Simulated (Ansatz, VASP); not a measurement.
Two plane-wave programs on BN

```
CELL_PARAMETERS angstrom
2.55725 0.00000 0.00000
-1.27863 2.21465 0.00000
0.00000 0.00000 12.63430
ATOMIC_POSITIONS crystal
B 0.00000 0.00000 0.00043
B 0.33333 0.66667 0.16724
B 0.66667 0.33333 0.33319
B 0.33333 0.66667 0.50007
B 0.00000 0.00000 0.66603
B 0.33333 0.66667 0.83327
N 0.00000 0.00000 0.12566
N 0.33333 0.66667 0.29148
N 0.66667 0.33333 0.45851
N 0.33333 0.66667 0.62432
N 0.00000 0.00000 0.79133
N 0.33333 0.66667 0.95848
```

Alike in both runs: functional PBE; k mesh 12 × 12 × 2; occupations gaussian, width 0.02 eV; no spin polarisation.

Ansatz relaxed the structure, and its values are those at the end. VASP's run is a single point on that final structure, the one shown.

|  | VASP | Ansatz |
| --- | --- | --- |
| version | VASP 6.6.1 | Ansatz 0.2.0 |
| potentials or method | VASP PAW PBE potentials, release 64 (B, N) | scalar-relativistic, plane waves, PAW |
| plane-wave cutoff (eV) | 520 | 420 |
| valence electrons in the cell | 48 | 48 |

```tsv
	VASP	Ansatz	Ansatz less VASP
gap on the k mesh at the Fermi level (eV)	5.57	5.58	+0.010
least direct gap on the mesh (eV)	7.83	7.84	+0.010
pressure (GPa)	0.2	0.0	-0.24
```

A k mesh can miss the band edges. As with any semilocal functional, this PBE gap is likely too small.
